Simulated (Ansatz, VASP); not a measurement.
MgO: VASP beside Ansatz

```
CELL_PARAMETERS angstrom
0.04003 2.13515 2.13515
2.13515 0.04003 2.13515
2.17518 2.17518 0.00000
ATOMIC_POSITIONS crystal
Mg 0.00000 0.00000 0.00000
O 0.50000 0.50000 0.50000
```

Change from the starting cell: strain +0.0375 x Voigt [0, 0, 0, 0, 0, 1], atoms carried along.

Alike in both runs: task single point; functional LDA; k mesh 10 × 10 × 10; occupations gaussian, width 0.05 eV; no spin polarisation.

|  | VASP | Ansatz |
| --- | --- | --- |
| version | VASP 6.6.1 | Ansatz 0.2.0 |
| potentials or method | VASP PAW LDA potentials, release 64 (Mg, O) | scalar-relativistic, plane waves, PAW |
| plane-wave cutoff (eV) | 520 | 420 |
| valence electrons in the cell | 8 | 16 |

Ansatz gave:

- gap on the k mesh at the Fermi level (eV): 4.11
- least direct gap on the mesh (eV): 4.11
- pressure (GPa): -11.5
- largest component of the traceless stress (GPa): 5.25

Q: Which values does VASP return?

A: gap on the k mesh at the Fermi level (eV): 4.11; least direct gap on the mesh (eV): 4.11; pressure (GPa): -13.2; largest component of the traceless stress (GPa): 5.33.

The two sets of potentials don't hold the same shells in valence.
